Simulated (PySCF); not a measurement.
Several compounds and their computed core spectra got separated.

Method: PySCF 2.14.0, delta-SCF UKS SCAN, pcX-2 on the ionised atom, pcseg-1 elsewhere, spin-free X2C. Geometries: PBE0-D3(BJ)/def2-SVP; isolated species, one conformer each.

Line lists (1s up to Mg, 2p3/2 beyond, nothing for Br; areas count atoms within a level, one atom standing for each set equivalent by bonding):
1. B 1s: 187.74 eV; C 1s: 284.49 (area 4), 285.98 (area 4) eV
2. C 1s: 290.76 (area 2), 290.99 (area 2) eV
3. C 1s: 292.96 (area 1), 293.81 (area 1) eV; N 1s: 405.71 eV

Structures:
A. bromoacetonitrile (`N#CCBr`)
B. bicyclo[1.1.0]butane (`C1[C@H]2C[C@@H]12`)
C. tetraethylborate (`CC[B-](CC)(CC)CC`)

Problem. Which list belongs to which compound?

Solution. 
- 1 = C: no other candidate has this set of levels. B 1s: 187.74 four-coordinate boron; C 1s: 284.49 sp3 carbon bound to boron (×4), 285.98 methyl carbon (×4).
- 2 = B: no other candidate has this set of levels. C 1s: 290.76 sp3 carbon at a ring junction (×2), 290.99 three-membered-ring carbon (×2).
- 3 = A: no other candidate has this set of levels. C 1s: 292.96 nitrile carbon, 293.81 sp3 C–Br carbon; N 1s: 405.71 nitrile nitrogen.
